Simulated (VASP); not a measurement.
# Al in VASP: single point with PBE

Aim: the single point of Al with PBE.

Program: VASP 6.6.1. These are calculated values, not measurements. Logs are shortened: lines on timing, memory, paths and dates and some standing lists are left out, and cuts for length are marked.

### 1 Starting point

The cell holds a slab with vacuum, 4 atoms: a = 2.920 Å, b = 2.920 Å, c = 29.333 Å, α = 90.00°, β = 90.00°, γ = 120.00°.

The cell was built by a generator and needn't be a form met in nature.

### 2 Single point, PBE

Contents of INCAR:

```
  PREC = Accurate
  ENCUT = 520
  EDIFF = 1E-6
  ISMEAR = 1
  SIGMA = 0.1
  LREAL = False
  LASPH = True
  NELM = 100
  ALGO = Fast
  ISIF = 2
  LWAVE = False
  LCHARG = True
  LDIPOL = True
  IDIPOL = 3
  DIPOL = 0.5 0.5 0.665
  GGA = PE
  LELF = True
  LVHAR = True
  LVACPOTAV = True
  NBANDS = 14
```

Contents of KPOINTS:

```
regular mesh
0
Gamma
  15 15 1
```

Contents of POSCAR:

```
Al
1.0
    1.4602435473      2.5292160153      0.0000000000
   -2.9204870946      0.0000000000      0.0000000000
    0.0000000000      0.0000000000     29.3328597884
Al
4
Direct
    0.6666666667      0.3333333333      0.5468480259
    0.3333333333      0.6666666667      0.6247759660
    0.0000000000      1.0000000000      0.7040937731
    0.6666666667      0.3333333333      0.7831191949
```

Potentials or basis: VASP PAW PBE potentials, release 64 (Al).

Run with:

```sh
> cat potpaw_PBE.64/Al/POTCAR > POTCAR
> mpirun -np 1 vasp_std > vasp.out
```

OUTCAR:

```text
PREC = Accurate
   ENCUT = 520
   EDIFF = 1E-6
   ISMEAR = 1
   LREAL = False
   LASPH = True
   NELM = 100
   ISIF = 2
   GGA = PE

 ion  position               nearest neighbor table
   1  0.667  0.333  0.547-   2 2.84   2 2.84   2 2.84
   2  0.333  0.667  0.625-   1 2.84   1 2.84   1 2.84   3 2.87   3 2.87   3 2.87
   3  0.000  0.000  0.704-   4 2.87   4 2.87   4 2.87   2 2.87   2 2.87   2 2.87
   4  0.667  0.333  0.783-   3 2.87   3 2.87   3 2.87

  LATTYP: Found a hexagonal cell.
 ALAT       =     2.9204870946
 C/A-ratio  =    10.0438244850

  Lattice vectors:

 A1 = (   1.4602435473,   2.5292160153,   0.0000000000)
 A2 = (  -2.9204870946,   0.0000000000,   0.0000000000)
 A3 = (   0.0000000000,   0.0000000000,  29.3328597884)

Analysis of symmetry for initial positions (statically):
=====================================================================
 Subroutine PRICEL returns:
 Original cell was already a primitive cell.

 Routine SETGRP: Setting up the symmetry group for a
 hexagonal supercell.

 Subroutine GETGRP returns: Found  6 space group operations
 (whereof  6 operations were pure point group operations)
 out of a pool of 24 trial point group operations.

The static configuration has the point symmetry C_3v.

Analysis of symmetry for dynamics (positions and initial velocities):
=====================================================================
 Subroutine PRICEL returns:
 Original cell was already a primitive cell.

 Routine SETGRP: Setting up the symmetry group for a
 hexagonal supercell.

 Subroutine GETGRP returns: Found  6 space group operations
 (whereof  6 operations were pure point group operations)
 out of a pool of 24 trial point group operations.

The dynamic configuration has the point symmetry C_3v.

 Subroutine INISYM returns: Found  6 space group operations
 (whereof  6 operations are pure point group operations),
 and found     1 'primitive' translations

----------------------------------------------------------------------------------------

                                     Primitive cell

  volume of cell :     216.6684

  direct lattice vectors                    reciprocal lattice vectors
     1.460243547  2.529216015  0.000000000     0.000000000  0.395379435  0.000000000
    -2.920487095  0.000000000  0.000000000    -0.342408635  0.197689718  0.000000000
     0.000000000  0.000000000 29.332859788     0.000000000  0.000000000  0.034091459

  length of vectors
     2.920487095  2.920487095 29.332859788     0.395379435  0.395379435  0.034091459

  position of ions in fractional coordinates (direct lattice)
     0.666666667  0.333333333  0.546848026
     0.333333333  0.666666667  0.624775966
     0.000000000  0.000000000  0.704093773
     0.666666667  0.333333333  0.783119195

  ion indices of the primitive-cell ions
   primitive index   ion index
                 1           1
                 2           2
                 3           3
                 4           4

----------------------------------------------------------------------------------------

 KPOINTS: regular mesh

Automatic generation of k-mesh.
 Grid dimensions read from file:
 generate k-points for:   15   15    1

 Generating k-lattice:

  Cartesian coordinates                     Fractional coordinates (reciprocal lattice)
     0.000000000  0.026358629  0.000000000     0.066666667  0.000000000  0.000000000
    -0.022827242  0.013179315  0.000000000    -0.000000000  0.066666667  0.000000000
     0.000000000  0.000000000  0.034091459     0.000000000  0.000000000  1.000000000

  Length of vectors
     0.026358629  0.026358629  0.034091459

  Shift w.r.t. Gamma in fractional coordinates (k-lattice)
     0.000000000  0.000000000  0.000000000

 Subroutine IBZKPT returns following result:
 ===========================================

 Found     27 irreducible k-points:

 Following reciprocal coordinates:
            Coordinates               Weight
  0.000000  0.000000  0.000000      1.000000
  0.066667  0.000000  0.000000      6.000000
  0.133333  0.000000  0.000000      6.000000
  0.200000  0.000000  0.000000      6.000000
  0.266667  0.000000  0.000000      6.000000
  0.333333  0.000000  0.000000      6.000000
[... 16 lines left out ...]
  0.333333  0.200000  0.000000     12.000000
  0.400000  0.200000  0.000000      6.000000
 [... further k-points ...]
   k-points           NKPTS =     27   k-points in BZ     NKDIM =     27   number of bands    NBANDS=     14
   number of dos      NEDOS =    301   number of ions     NIONS =      4
   total plane-waves  NPLWV = 129024
   dimension x,y,z NGX =    24 NGY =   24 NGZ =  224
   dimension x,y,z NGXF=    48 NGYF=   48 NGZF=  448
   ions per type =               4
   NGX,Y,Z   is equivalent  to a cutoff of  13.66, 13.66, 12.70 a.u.
   NGXF,Y,Z  is equivalent  to a cutoff of  27.32, 27.32, 25.39 a.u.
 SYSTEM =  unknown system
   PREC   = accura    normal or accurate (medium, high low for compatibility)
   ISTART =      0    job   : 0-new  1-cont  2-samecut
   ICHARG =      2    charge: 1-file 2-atom 10-const
   ISPIN  =      1    spin polarized calculation?
   LNONCOLLINEAR =      F non collinear calculations
   LSORBIT =      F    spin-orbit coupling
   LASPH  =      T    aspherical Exc in radial PAW
   ENCUT  =  520.0 eV  38.22 Ry    6.18 a.u.   5.43  5.43 54.54*2*pi/ulx,y,z
   NELM   =    100;   NELMIN=  2; NELMDL= -5     # of ELM steps
   EDIFF  = 0.1E-05   stopping-criterion for ELM
   LREAL  =      F    real-space projection
   EDIFFG = 0.1E-04   stopping-criterion for IOM
   NSW    =      0    number of steps for IOM
   IBRION =     -1    ionic relax: 0-MD 1-quasi-New 2-CG
   NFREE  =      0    steps in history (QN), initial steepest desc. (CG)
   ISIF   =      2    stress and relaxation
   ISYM   =      2    0-nonsym 1-usesym 2-fastsym
   POTIM  = 0.5000    time-step for ionic-motion
   TEBEG  =    0.0;   TEEND  =   0.0 temperature during run
   PSTRESS=    0.0 pullay stress
   NELECT =      12.0000    total number of electrons
   NUPDOWN=      -1.0000    fix difference up-down
   EMIN   =  10.00;   EMAX   =-10.00  energy-range for DOS
   EFERMI =   0.00;   METHOD = LEGACY
   ISMEAR =     1;   SIGMA  =   0.10  broadening in eV -4-tet -1-fermi 0-gaus
   EFERMI_NEDOS =   21; number of points for ismear=-14 and -15
   IALGO  =     68    algorithm
   IMIX   =      4    mixing-type and parameters
     AMIX     =   0.40;   BMIX     =  1.00
     AMIX_MAG =   1.60;   BMIX_MAG =  1.00
  volume/ion in A,a.u.               =      54.17       365.54
  Fermi-wavevector in a.u.,A,eV,Ry     =   0.624027  1.179240  5.298240  0.389410
  Thomas-Fermi vector in A             =   1.684440
   LORBIT       =      0    0 simple, 1 ext, 2 COOP (PROOUT), +10 PAW based schemes
   GGA     = PE    functional components
   LHFCALC =     F    Hartree Fock is set to
   AEXX    =    0.0000 exact exchange contribution
   IVDW    =     0    specifies the selected vdW correction
   LEPSILON=     F    determine dielectric tensor
   LRPA    =     F    only Hartree local field effects (RPA)
 non-spin polarized calculation
 RMM-DIIS sequential band-by-band and
 Methfessel and Paxton  Order N= 1 SIGMA  =   0.10
  energy-cutoff  :      520.00
  volume of cell :      216.67
 maximum number of plane-waves:      5977
 NGX is ok and might be reduce to    24
   NGX = 11   NGY = 11   NGZ =109

 dipolmoment           0.000000      0.000000      0.000560 electrons x Angstroem

 number of electron      12.0000000 magnetization

 dipolmoment           0.000000      0.000000     -0.000551 electrons x Angstroem

 Free energy of the ion-electron system (eV)
  ---------------------------------------------------
  ext. energy  EPLUGINS =         0.00000000
  ---------------------------------------------------
  free energy    TOTEN  =       -14.15017190 eV

  energy without entropy =      -14.14709002  energy(sigma->0) =      -14.14914460

 E-fermi :  -0.2824     XC(G=0):  -3.8264

 val. band max:       -0.2834492361   @ k =   0.4000   0.2000   0.0000
 cond. band min:      -0.2779070103   @ k =   0.4667   0.0667   0.0000
 fundamental gap:      0.0055422258
 Fermi energy:        -0.2824187613

 k-point     1 :       0.0000    0.0000    0.0000
  band No.  band energies     occupation
      1     -10.8451      2.00000
      2      -9.8071      2.00000
      3      -8.0982      2.00000
      4      -5.8436      2.00000
      5      -3.4202      2.00000
      6      -0.4998      2.00877
      7       2.0278      0.00000
      8       3.3126      0.00000
      9       3.6559      0.00000
     10       4.2761      0.00000
     11       4.3849      0.00000
     12       5.7087      0.00000
     13       5.7571      0.00000
     14       7.5775      0.00000

 k-point     2 :       0.0667    0.0000    0.0000
  band No.  band energies     occupation
      1     -10.7425      2.00000
      2      -9.7051      2.00000
      3      -7.9969      2.00000
      4      -5.7424      2.00000
      5      -3.3239      2.00000
      6      -0.4037      2.07087
      7       2.1237      0.00000
      8       3.4138      0.00000
      9       3.7593      0.00000
     10       4.3760      0.00000
     11       4.4867      0.00000
     12       5.8071      0.00000
     13       5.8514      0.00000
     14       8.1162      0.00000
[... 343 lines left out ...]
      1      -5.8998      2.00000
      2      -4.8956      2.00000
      3      -3.2644      2.00000
      4      -2.9695      2.00000
      5      -1.9853      2.00000
      6      -0.9638      2.00000
      7      -0.2900      1.12760
      8      -0.0451     -0.00401
      9       0.9735     -0.00000
     10       1.4126     -0.00000
     11       2.0577      0.00000
     12       2.7558      0.00000
     13       4.1303      0.00000
     14       4.3979      0.00000

 k-point    24 :       0.4000    0.2000    0.0000
  band No.  band energies     occupation
      1      -4.5384      2.00000
      2      -4.5005      2.00000
      3      -3.5626      2.00000
      4      -3.5219      2.00000
      5      -2.0875      2.00000
      6      -1.5647      2.00000
      7      -0.2834      1.01744
      8       0.0997     -0.00000
      9       0.7069     -0.00000
     10       1.1483     -0.00000
     11       2.4138      0.00000
     12       2.7193      0.00000
     13       2.9329      0.00000
     14       4.6651      0.00000

 [... further k-points ...]

------------------------ aborting loop because EDIFF is reached ----------------------------------------

  FORCE on cell =-STRESS in cart. coord.  units (eV):
  Direction    XX          YY          ZZ          XY          YZ          ZX
  --------------------------------------------------------------------------------------
  -------------------------------------------------------------------------------------
  Total       -2.2424546     -2.2424546     -0.4026498      0.0000000      0.0000000      0.0000000
  in kB      -16.5820651    -16.5820651     -2.9774357      0.0000000      0.0000000      0.0000000
  external PRESSURE =     -12.0471887 kB  Pullay stress =       0.0000000 kB

 VOLUME and BASIS-vectors are now :
 -----------------------------------------------------------------------------
  energy-cutoff  :      520.00
  volume of cell :      216.67
      direct lattice vectors                 reciprocal lattice vectors
     1.460243547  2.529216015  0.000000000     0.000000000  0.395379435  0.000000000
    -2.920487095  0.000000000  0.000000000    -0.342408635  0.197689718  0.000000000
     0.000000000  0.000000000 29.332859788     0.000000000  0.000000000  0.034091459

 POSITION                                       TOTAL-FORCE (eV/Angst)
 -----------------------------------------------------------------------------------
      0.00000      1.68614     16.04062        -0.000000     -0.000000     -0.042286
     -1.46024      0.84307     18.32647         0.000000     -0.000000      0.205805
      0.00000      0.00000     20.65308         0.000000      0.000000     -0.113772
      0.00000      1.68614     22.97113        -0.000000      0.000000     -0.049747
 -----------------------------------------------------------------------------------
    total drift:                                0.000000      0.000000      0.000008

  FREE ENERGIE OF THE ION-ELECTRON SYSTEM (eV)
  ---------------------------------------------------
  free  energy   TOTEN  =       -14.1501718950 eV

  energy  without entropy=      -14.1470900163  energy(sigma->0) =      -14.14914460

 vacuum level on the upper side and lower side of the slab         3.711         3.725
```

It took 85 s on 1 thread of Intel Xeon 6975P-C (Granite Rapids), shared host; peak memory 0.35 GiB.

Results:

```
Free energy                     : -14.1502 eV
Largest force                   : 0.206 eV/Å
Band gap on the k mesh          : none (metal or under the smearing width)
Work function of the upper face : 3.99 eV
Work function of the lower face : 4.01 eV
```

Forces in eV/Å, atoms in the order of the input:
```
Al   0.000  0.000 -0.042
Al   0.000  0.000  0.206
Al   0.000  0.000 -0.114
Al   0.000  0.000 -0.050
```
